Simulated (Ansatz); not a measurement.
**Li2S (Fm-3m): G0W0 against its settings**

Li2S (started from an entry of an open crystallographic database), relaxed with r2SCAN; one-shot G0W0 in Ansatz without spin-orbit coupling. No spin polarisation and no zero-point or thermal motion.

```
Li S
1.0
     0.00000    2.84529    2.84529
     2.84529    0.00000    2.84529
     2.84529    2.84529    0.00000
Li S
2 1
Direct
  0.25000 0.25000 0.25000
  0.75000 0.75000 0.75000
  0.00000 0.00000 0.00000
```

Gaps are read over the mesh points alone. G0W0 here is at a finite number of bands, screening cutoff and k mesh, not at the basis limit.

| start | potentials | frequency model | mesh | empty bands | screening cutoff (eV) | Kohn-Sham gap (eV) | G0W0 gap (eV) | rough cost |
| --- | --- | --- | --- | --- | --- | --- | --- | --- |
| PBE | PAW | contour deformation | 4×4×4 | 74 | 80 | 3.38 | 4.80 | 4 core-seconds |
| PBE | PAW | contour deformation | 4×4×4 | 173 | 140 | 3.38 | 4.98 | 16 core-seconds |
| PBE | PAW | contour deformation | 4×4×4 | 318 | 210 | 3.38 | 5.06 | 60 core-seconds |
| HSE06 | PAW | contour deformation | 4×4×4 | 173 | 140 | 4.34 | 5.46 | 50 core-seconds |
| LDA | PAW | contour deformation | 4×4×4 | 173 | 140 | 3.16 | 4.89 | 16 core-seconds |
| r2SCAN | PAW | contour deformation | 4×4×4 | 173 | 140 | 3.87 | 5.29 | 20 core-seconds |
| PBE | PAW | Godby-Needs pole | 4×4×4 | 173 | 140 | 3.38 | 4.93 | 20 core-seconds |
| PBE | PAW | contour deformation | 6×6×6 | 74 | 80 | 3.39 | 4.81 | 23 core-seconds |
| PBE | norm-conserving | contour deformation | 4×4×4 | 173 | 140 | 3.39 | 4.97 | 30 core-seconds |

G0W0 moves the gap on the mesh from 3.38 eV (PBE) to 5.06 eV (Γ to X). Renormalisation factors Z lie between 0.76 and 0.82.

Raising bands and cutoff together moves the gap by +0.18 eV (80 to 140 eV), then +0.08 eV (140 to 210 eV); the last step is still large, so the basis limit isn't reached. Starting from HSE06 (4.34 eV against PBE's 3.38 eV) gives 5.46 eV, +0.48 eV from G0W0@PBE at the same screening cutoff. Starting from LDA (3.16 eV against PBE's 3.38 eV) gives 4.89 eV, -0.09 eV from G0W0@PBE at the same screening cutoff. Starting from r2SCAN (3.87 eV against PBE's 3.38 eV) gives 5.29 eV, +0.31 eV from G0W0@PBE at the same screening cutoff. The Godby-Needs plasmon pole differs from contour deformation by -0.05 eV. A 6×6×6 mesh in place of 4×4×4 changes the opening over PBE by +0.01 eV (the gap on the mesh by +0.01 eV). Norm-conserving potentials (wave cutoff 1034 eV against 420 eV) shift the quasiparticle gap by -0.01 eV and the PBE gap by +0.01 eV. r2SCAN runs take a wave cutoff of 500 eV.
